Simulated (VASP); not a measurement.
A run of VASP 6.6.1:

INCAR

```
SYSTEM = H2CO2
PREC = Accurate ; ENCUT = 520
EDIFF = 1E-7 ; ISMEAR = -1
SIGMA = 0.02 ; LREAL = Auto
LASPH = .TRUE. ; NELM = 100
ALGO = Normal ; ISIF = 2
LWAVE = .FALSE. ; LCHARG = .FALSE.
GGA = PE ; NBANDS = 98
```

Contents of KPOINTS:

```
regular mesh
0
G
  1 1 1
  0 0 0
```

POSCAR

```
H2CO2
1.0
    8.2150030000      0.0000000000      0.0000000000
    0.0000000000      8.2150030000      0.0000000000
    0.0000000000      0.0000000000      8.2150030000
O C H
16 8 16
Direct
    0.2359463533     -0.1028971018      0.3612049807
    0.2742056211      0.1447473604      0.4700789519
    0.1320875963      0.7363357019      0.8081798631
    0.3640412548      0.5867313743      0.8299327462
    0.7031159940      0.7236515921      0.5933168862
    0.9224464069      0.8450392532      0.4798050591
    0.2118197644      0.4077296137      0.1789287235
    0.4824100490      0.3321240418      0.1414241723
    0.8946070987      0.0175532498      0.8964451991
    1.1084840748      0.1402068873      1.0268772878
    0.4846255077      0.0880949161      0.8435176469
    0.6424830277      0.2614363014      0.7018134990
    0.8193301938      0.5035908082      0.1100547377
    0.6453436475      0.7083259738      0.1615458935
    0.8380520372      0.3463906221      0.4531586903
    0.9474981324      0.4926352431      0.6614726738
    0.3242360350      0.0357029693      0.3802433182
    0.2900181534      0.7155809925      0.8356296401
    0.7801701351      0.8381615929      0.5175774129
    0.3731952380      0.4215944900      0.1899208071
    0.9630915533      0.1332805356      0.9828359162
    0.5061836253      0.2056846480      0.7337915762
    0.7435176834      0.6446254493      0.0751186579
    0.9609369589      0.4243577270      0.5292024848
    0.1309555213     -0.0726353965      0.4194277227
    0.4479852290      0.0406451464      0.3281556927
    0.0718319884      0.6372000108      0.7611926618
    0.3403894070      0.8335237370      0.8734506853
    0.7768712927      0.6310040301      0.6154836462
    0.6945341347      0.9332193792      0.4807423686
    0.1799268972      0.2974922833      0.1325866832
    0.4081313178      0.5283869038      0.2753742147
    0.9695309910     -0.0716493956      0.8766643177
    0.8830185455      0.2301155581      1.0214481967
    0.5914909587      0.0752769050      0.9062808620
    0.3960558505      0.2455142134      0.6562383483
    0.7344245644      0.4437734228      0.1752525227
    0.7856600904      0.6924647502     -0.0371758842
    0.7509431220      0.3363601937      0.5320387588
    1.0788310120      0.3979182966      0.4804867387
```

Potentials or basis: VASP PAW PBE potentials, release 64 (O, C, H).

Launch:

```sh
$ cat potpaw_PBE.64/O/POTCAR potpaw_PBE.64/C/POTCAR potpaw_PBE.64/H/POTCAR > POTCAR
$ mpirun -np 1 vasp_gam > vasp.out
```

Hardware: 1 thread of AMD EPYC 7R43 64-Core Processor (Zen 3), on a shared host.

Q: Estimate the wall time of this run.

A: Run time: 2.3 min on 1 thread of AMD EPYC 7R43 64-Core Processor (Zen 3) (shared host), peak memory 0.49 GiB. Counts: scf iterations 19, k points 1.
